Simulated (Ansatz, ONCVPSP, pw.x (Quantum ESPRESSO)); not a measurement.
# Ga (fcc): variants of one ONCV potential in the solid

| Property | Result |
| --- | --- |
| Element | Ga |
| Generator | ONCVPSP 4.0.1.1 (patched build) |
| Type | optimised norm-conserving Vanderbilt (ONCV) |
| Functional | PBE |
| Relativity | scalar-relativistic |
| Frozen core | [Ar] 3d10 |
| Valence charge | 3 |
| Reference configuration | 4s1 4p2 |
| Partial waves | 4s: rc 1.55 bohr, ncon 3, nbas 6, qcut 4.1 1/bohr, 2 projectors, debl 2 Ha; 4p: rc 2.10 bohr, ncon 3, nbas 7, qcut 4.7 1/bohr, 2 projectors, debl 0.6 Ha; d scattering state at 0.19 Ha: rc 2.00 bohr, ncon 4, nbas 7, qcut 5.2 1/bohr, 1 projector |
| Local potential | polynomial inside 1.15 bohr (lpopt 5, dvloc0 0 Ha) |
| Core correction | Teter function, fcfact 2.25, rcfact 1.7 |

Crystal test: fcc Ga in pw.x 7.5, no spin, 13³ k-points, Fermi–Dirac smearing 0.01 Ry, cutoffs set for each file from its atomic test. The reference is all-electron LAPW (Ansatz 0.2.0) with the same functional, mesh and smearing; V0 and B0 come from Birch–Murnaghan fits to the pressures at five volumes. Errors are pseudo minus all-electron; Δ is the rms difference of the E(V) curves that follow from these fits, minima aligned, over ±6 % about the mean V0. Mesh and smearing are coarse, so the numbers serve the comparison and aren't converged zero-temperature values; the lattice is a test structure that the element need not adopt.

All-electron: a0 = 4.236 Å (V0 = 19.00 Å³/atom), B0 = 48.8 GPa.

Base: This is a poor potential for the solid. The generator flags a localised state at positive energy (s at 38 eV).

2 further variants are left out: they gave no file fit for a test, a broken result, the same result as the base, or pressures whose basis-set error rivals the error shown.

```tsv
change	cutoffs (Ry)	pw.x	a0 (Å)	a0 error (%)	B0 error (%)	Δ (meV/atom)	mean pressure error (GPa)
base	50/200	converged	4.222	-0.31	+17.4	2.0	-0.50
core correction Teter function, fcfact 1.4, rcfact 1.7	50/200	converged	4.219	-0.40	+14.3	2.5	-0.63
core correction Teter function, fcfact 5.9, rcfact 1.7	50/200	converged	4.247	+0.26	+10.0	1.9	+0.46
```

(1) Give the row for: core correction Teter function, fcfact 7.1, rcfact 1.7.

## Answers

(1) pw.x: converged; mean pressure error (GPa): +0.60; a0 (Å): 4.251; a0 error (%): +0.37; B0 error (%): +3.8; Δ (meV/atom): 2.4.
